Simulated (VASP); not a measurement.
Here is a VASP 6.6.1 calculation.

The input INCAR:

```
SYSTEM = Si
ALGO = Fast ; EDIFF = 1E-7
ENCUT = 520 ; GGA = CA
ISIF = 2 ; ISMEAR = 0
LASPH = .TRUE. ; LCHARG = .FALSE.
LREAL = Auto ; LWAVE = .FALSE.
NBANDS = 86 ; NELM = 100
PREC = Accurate ; SIGMA = 0.02
```

KPOINTS

```
k-points
0
G
  3 3 3
  0 0 0
```

POSCAR

```
Si
1.0
    5.4019422878      5.4019422878      5.4019422878
   -5.4019422878     -5.4019422878      5.4019422878
    5.4019422878     -5.4019422878     -5.4019422878
Si
32
Direct
    0.7500000000      0.2500000000      0.7500000000
    0.0000000000      0.0000000000      0.7500000000
    0.7500000000      0.5000000000      0.5000000000
    0.0000000000      0.2500000000      0.5000000000
    0.2500000000      0.0000000000      0.5000000000
    0.2500000000      0.7500000000      0.7500000000
    0.5000000000      0.5000000000      0.7500000000
    0.7500000000      0.0000000000      0.0000000000
    0.7500000000      0.7500000000      0.2500000000
    0.0000000000      0.5000000000      0.2500000000
    0.2500000000      0.2500000000      0.2500000000
    0.5000000000      0.0000000000      0.2500000000
    0.5000000000      0.7500000000      0.5000000000
    0.0000000000      0.7500000000      0.0000000000
    0.2500000000      0.5000000000      0.0000000000
    0.5000000000      0.2500000000      0.0000000000
    0.5000000000      0.2500000000      0.7500000000
    0.7500000000      0.0000000000      0.7500000000
    0.5000000000      0.5000000000      0.5000000000
    0.7500000000      0.2500000000      0.5000000000
    0.0000000000      0.0000000000      0.5000000000
    0.0000000000      0.7500000000      0.7500000000
    0.2500000000      0.5000000000      0.7500000000
    0.5000000000      0.0000000000      0.0000000000
    0.5000000000      0.7500000000      0.2500000000
    0.7500000000      0.5000000000      0.2500000000
    0.0000000000      0.2500000000      0.2500000000
    0.2500000000      0.0000000000      0.2500000000
    0.2500000000      0.7500000000      0.5000000000
    0.7500000000      0.7500000000      0.0000000000
    0.0000000000      0.5000000000      0.0000000000
    0.2500000000      0.2500000000      0.0000000000
```

Potentials or basis: VASP PAW LDA potentials, release 64 (Si).

Launch:

```sh
$ cat potpaw_LDA.64/Si/POTCAR > POTCAR
$ mpirun -np 1 vasp_std > vasp.out
```

Q: What does it give for the pressure?

A: 0.1 GPa.

Q: Predict the band gap on the k mesh.

A: 0.57 eV.

Caveat: an odd mesh through Γ misses points on the zone boundary, where band edges often lie.
